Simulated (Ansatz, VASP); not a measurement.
## GaSb in VASP and in Ansatz

Contents of INCAR:

```
  PREC = Accurate
  ENCUT = 520
  EDIFF = 1E-6
  ISMEAR = -1
  SIGMA = 0.05
  LREAL = False
  LASPH = True
  NELM = 100
  ALGO = Normal
  ISIF = 2
  LWAVE = False
  LCHARG = True
  GGA = PS
  LELF = True
  LVHAR = True
  NBANDS = 16
```

File KPOINTS:

```
regular mesh
0
Gamma
  10 10 10
```

File POSCAR:

```
GaSb
1.0
   -1.5454583968      2.6570494188      2.8738942068
    1.5454583968     -2.6570494188      2.8738942068
    1.5454583968      2.6570494188     -2.8738942068
Sb Ga
1 1
Direct
    0.5000000000      0.5000000000      0.0000000000
    0.0000000000      0.0000000000      0.0000000000
```

input.yaml

```yaml
crystal:
  lattice:
    - [-1.5454583968, 2.6570494188, 2.8738942068]
    - [1.5454583968, -2.6570494188, 2.8738942068]
    - [1.5454583968, 2.6570494188, -2.8738942068]
  atoms:
    - { symbol: Sb, position: [0.5, 0.5, 0.0] }
    - { symbol: Ga, position: [0.0, 0.0, 0.0] }
kpoints:
  mp_grid: { grid: [10, 10, 10] }
scf:
  occupations: { method: fermi_dirac, width: 0.05 }
hamiltonian:
  xc: pbesol
  pseudopotentials: { kind: all_electron, lapw: { basis_error: 0.001 } }
output:
  forces: true
  stress: true
  eigenvalues: true
```

Change from the starting cell: volume scaled by 0.98.

Alike in both runs: task single point; functional PBEsol; k mesh 10 × 10 × 10; occupations fermi-dirac, width 0.05 eV; no spin polarisation.

```csv
,VASP,Ansatz
version,VASP 6.6.1,Ansatz 0.2.0
potentials or method,"VASP PAW PBE potentials, release 64 (Sb, Ga_d)","all-electron LAPW, scalar-relativistic"
plane-wave cutoff (eV),520,see its input
```

|  | VASP | Ansatz | Ansatz less VASP |
| --- | --- | --- | --- |
| gap on the k mesh at the Fermi level (eV) | none | none | - |
| pressure (GPa) | -2.1 | -2.1 | +0.06 |
| largest component of the traceless stress (GPa) | 1.09 | 1.09 | -0.008 |

A gap of «none» marks a metal or a gap that the smearing closes. Ansatz ran all-electron here, so the differences hold the error of VASP's frozen core and of both bases.

Caveats: the PAW data sets were made with another functional, which shifts forces and pressure a little (VASP). The runs have no spin-orbit coupling, so splittings on Sb are missing.
